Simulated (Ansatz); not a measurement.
**Ga: a listed cell, distorted in several ways**

A set of self-consistent runs on Ga under random distortions, further strains and shifts, distortions that keep the symmetry, other functionals, to map its energy surface near the listed cell.

Computed with Ansatz 0.2.0 (DFT PBE, scalar-relativistic, plane waves, PAW, unless a step's input says otherwise).

## Step 1: Starting point

The structure is monoclinic, space group P2_1/m (No. 11). The conventional cell has a = 2.778 Å, b = 3.282 Å, c = 4.210 Å, α = 90.00°, β = 108.61°, γ = 90.00°. Around Ga (site symmetry m) lie 8 Ga at 2.71 to 2.84 Å.

Coordinates:

```cif
data_structure
_symmetry_space_group_name_H-M 'P2_1/m'
_symmetry_Int_Tables_number 11
_cell_length_a 2.7784
_cell_length_b 3.2816
_cell_length_c 4.2104
_cell_angle_alpha 90.000
_cell_angle_beta 108.607
_cell_angle_gamma 90.000
_cell_volume 36.38
loop_
_atom_site_label
_atom_site_type_symbol
_atom_site_symmetry_multiplicity
_atom_site_Wyckoff_symbol
_atom_site_fract_x
_atom_site_fract_y
_atom_site_fract_z
_atom_site_occupancy
Ga1 Ga 2 e 0.86540 0.25000 0.22983 1
```

The structure comes from the Materials Project (structure only).

## Step 2: A change within the space group

What differs from the listed cell: strain xx, yy, zz, yz, xz, xy = -5.0, -3.8, +4.6, +0.0, +0.0, +0.0 %; atoms moved by 0.15 Å root mean square, at most 0.15 Å.

Input file input.yaml:

```yaml
crystal:
  lattice:
    - [2.6395287649, 0.0, 0.0010835846]
    - [0.0, 3.1563825986, 0.0]
    - [-1.2747167714, 0.0, 4.1729825824]
  atoms:
    - { symbol: Ga, position: [0.827895816, 0.25, 0.1951217328] }
    - { symbol: Ga, position: [0.172104184, 0.75, 0.8048782672] }
basis:
  ecutwfc: 420
kpoints:
  mp_grid: { grid: [16, 12, 10] }
hamiltonian:
  xc: pbe
scf:
  occupations: { method: gaussian, width: 0.1 }
output:
  forces: true
  stress: true
  eigenvalues: true
```

The run is started by

```
> ansatz run input.yaml --threads 1 --pin off --max-ram 1331MiB --backend cpu --events-out ev --progress --plain --runs-dir out
```

## Step 3: A random distortion, cell strained

Input file input.yaml:

```yaml
crystal:
  lattice:
    - [2.850772196, 0.0555684417, 0.0025839325]
    - [0.0656321758, 3.3006093049, -0.0621864866]
    - [-1.3747030904, -0.1024842987, 4.0333158176]
  atoms:
    - { symbol: Ga, position: [0.8731255638, 0.2470288963, 0.2446642348] }
    - { symbol: Ga, position: [0.1268744362, 0.7529711037, 0.7553357652] }
basis:
  ecutwfc: 420
kpoints:
  mp_grid: { grid: [14, 12, 10] }
hamiltonian:
  xc: pbe
scf:
  occupations: { method: gaussian, width: 0.1 }
output:
  forces: true
  stress: true
  eigenvalues: true
```

## Step 4: A distortion that keeps the symmetry

Input file input.yaml:

```yaml
crystal:
  lattice:
    - [2.7798668644, 0.0, 0.0296735479]
    - [0.0, 3.1937929388, 0.0]
    - [-1.3015135652, 0.0, 3.9996674576]
  atoms:
    - { symbol: Ga, position: [0.8300419032, 0.25, 0.2503184633] }
    - { symbol: Ga, position: [0.1699580968, 0.75, 0.7496815367] }
basis:
  ecutwfc: 420
kpoints:
  mp_grid: { grid: [16, 12, 10] }
hamiltonian:
  xc: pbe
scf:
  occupations: { method: gaussian, width: 0.1 }
output:
  forces: true
  stress: true
  eigenvalues: true
  write_density: true
  write_potential: true
  elf: true
  volumetric_format: npy
```

## Step 5: Functional and cell changed: LDA

Input file input.yaml:

```yaml
crystal:
  lattice:
    - [2.9173154049, 0.0, 0.0]
    - [0.0, 3.4456564134, 0.0]
    - [-1.4105892192, 0.0, 4.1897469324]
  atoms:
    - { symbol: Ga, position: [0.86540373, 0.25, 0.22983317] }
    - { symbol: Ga, position: [0.13459627, 0.75, 0.77016683] }
basis:
  ecutwfc: 420
kpoints:
  mp_grid: { grid: [16, 12, 10] }
hamiltonian:
  xc: lda
scf:
  occupations: { method: gaussian, width: 0.1 }
output:
  forces: true
  stress: true
  eigenvalues: true
```

## Step 6: A distortion that keeps the symmetry

Input file input.yaml:

```yaml
crystal:
  lattice:
    - [2.8644420326, 0.0, -0.0168094536]
    - [0.0, 3.32564798, 0.0]
    - [-1.4091648781, 0.0, 4.1016293015]
  atoms:
    - { symbol: Ga, position: [0.9083354491, 0.25, 0.2154564335] }
    - { symbol: Ga, position: [0.0916645509, 0.75, 0.7845435665] }
basis:
  ecutwfc: 420
kpoints:
  mp_grid: { grid: [16, 12, 10] }
hamiltonian:
  xc: pbe
scf:
  occupations: { method: gaussian, width: 0.1 }
output:
  forces: true
  stress: true
  eigenvalues: true
```

**Question.** What will these runs give? Wanted: for each run, case; energy; pressure; largest force.

**Answer**, as computed:

| step | case | energy (meV/atom) | pressure (GPa) | largest force (eV/Å) | gap on the mesh (eV) |
| --- | --- | --- | --- | --- | --- |
| 2 | a change within the space group | +0.0 | 10.4 | 1.68 | 0.00 |
| 3 | a random distortion, cell strained | -169.4* | 0.9 | 0.52 | 0.00 |
| 4 | a distortion that keeps the symmetry | -144.6 | 4.9 | 0.70 | 0.00 |
| 5 | functional and cell changed: LDA | n/a | -7.9 | 0.02 | 0.00 |
| 6 | a distortion that keeps the symmetry | -158.2 | 0.2 | 0.64 | 0.00 |

Energies are counted from step 2, with the smearing taken to zero; a star marks another k mesh, which can shift energies by itself, so starred rows don't rank against the others. Other atoms or functionals have another zero of energy (n/a). A gap of 0.00 means none on the mesh at this level.

What this shows: Among the distorted cells of the listed formula and level the largest force, 1.68 eV/Å, comes in step 2, shared by 2 atoms. The pressure is 10.4 GPa in the smallest cell and 0.2 GPa in the largest; between them shape and moved atoms count too. The distorted cells of the listed formula and level show no gap on the mesh.
